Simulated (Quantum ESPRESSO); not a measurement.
The system is Ti.

```
Ti
1.0
     2.95000    0.00000    0.00000
    -1.47500    2.55477    0.00000
     0.00000    0.00000    4.68000
Ti
2
Direct
  0.66667 0.33333 0.75000
  0.33333 0.66667 0.25000
```

- Program: Quantum ESPRESSO 7.5
- Task: phonons and electron-phonon coupling
- Functional: PBE
- Potentials or basis: GBRV 1.5 PBE
- Cutoff: 612 eV
- Density cutoff: 4898 eV
- k mesh: 6 × 6 × 4
- Occupations: methfessel-paxton, width 0.272 eV
- Spin: no spin polarisation
- Mixing beta: 0.5
- Most SCF iterations: 120
- SCF threshold: 4e-10 Ry
- q mesh: 2 × 2 × 1

The cell and the atoms were relaxed first, to 17.39 Å³/atom (a = 2.928 Å, b = 2.928 Å, c = 4.683 Å, α = 90.00°, β = 90.00°, γ = 120.00°), and the response was taken there.

```cif
data_structure
_symmetry_space_group_name_H-M 'P 1'
_symmetry_Int_Tables_number 1
_cell_length_a 2.9282
_cell_length_b 2.9282
_cell_length_c 4.6835
_cell_angle_alpha 90.000
_cell_angle_beta 90.000
_cell_angle_gamma 120.000
_cell_volume 34.78
loop_
_atom_site_label
_atom_site_type_symbol
_atom_site_fract_x
_atom_site_fract_y
_atom_site_fract_z
_atom_site_occupancy
Ti1 Ti 0.66667 0.33333 0.75000 1
Ti2 Ti 0.33333 0.66667 0.25000 1
```

Q: What are the zero-point energy, and the vibrational entropy and heat capacity at 298.15 K?

A: Zero-point energy 31.3 meV/atom; entropy 3.87 k_B/atom (32.2 J/(K·mol of atoms)); Cv 2.83 k_B/atom, 94 % of the classical limit. These are harmonic values without the electrons' part.

Phonon frequencies at the corners of the path (cm⁻¹, interpolated; i marks imaginary ones):
| point | frequencies |
| --- | --- |
| Γ | 0 0 0 131 131 205 |
| M | 89 98 212 225 226 237 |
| K | 167 168 168 213 213 252 |
| A | 93 93 93 93 145 145 |
| L | 165 165 171 171 232 232 |
| H | 168 168 213 213 213 213 |

Harmonic thermodynamics per atom at this volume (zero-point energy 31.3 meV, Debye temperature from the second moment 326 K):
```
 T (K)  free energy (meV)  entropy (k_B)  heat capacity Cv (k_B)
    50               31.0           0.28                    0.71
   100               27.9           1.17                    1.87
   200               10.5           2.77                    2.64
298.15              -17.8           3.87                    2.83
   500              -99.2           5.37                    2.94
   800             -257.2           6.76                    2.98
```

Phonon states per cell in windows of 20 cm⁻¹ (negative: imaginary):
```
from (cm⁻¹)  total
          0   0.00
         20   0.03
         40   0.08
         60   0.16
         80   0.31
        100   0.48
        120   0.58
        140   0.71
        160   0.72
        180   0.98
        200   1.08
        220   0.81
        240   0.07
```

A q mesh this small can miss soft modes between its points.

Caveat: the k mesh is coarse (spacing up to 0.41 Å⁻¹), so the values aren't converged; the mesh is thin for the phonons of a metal; λ from interpolated matrix elements is rough: modes that symmetry makes equal can differ by tens of percent; the q mesh is small, so phonon branches between its points and thermal values are rough.
